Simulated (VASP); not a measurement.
AlP, 2 atoms in the cell. Symmetry: F-43m, No. 216, cubic system. Conventional cell: a = 5.471 Å, b = 5.471 Å, c = 5.471 Å, α = 90.00°, β = 90.00°, γ = 90.00°. Around Al (site symmetry -43m) lie 4 P at 2.37 Å. P (site symmetry -43m) has 4 Al at 2.37 Å as nearest neighbours. 

| Item | Value |
| --- | --- |
| Program | VASP 6.6.1 |
| Task | band structure |
| Functional | LDA |
| Potentials or basis | VASP PAW LDA potentials, release 64 (Al, P) |
| Cutoff | 520 eV |
| k mesh | 8 × 8 × 8 |
| Occupations | gaussian, width 0.03 eV |
| Spin | no spin polarisation |
| Further INCAR settings | ALGO = Normal; EDIFF = 1e-06; NBANDS = 11 |

Potentials or basis: VASP PAW LDA potentials, release 64 (Al, P).

Launch:

```bash
$ cat potpaw_LDA.64/Al/POTCAR potpaw_LDA.64/P/POTCAR > POTCAR
$ mpirun -np 1 vasp_std > vasp.out
```

Hardware: 1 thread of Intel(R) Xeon(R) Platinum 8488C (Sapphire Rapids) (shared host).

Q: How long does it take, and how much memory?

A: It took 43 s on 1 thread of Intel(R) Xeon(R) Platinum 8488C (Sapphire Rapids), on a shared host, peak memory 0.15 GiB. Counts: scf iterations 55, k points 29.
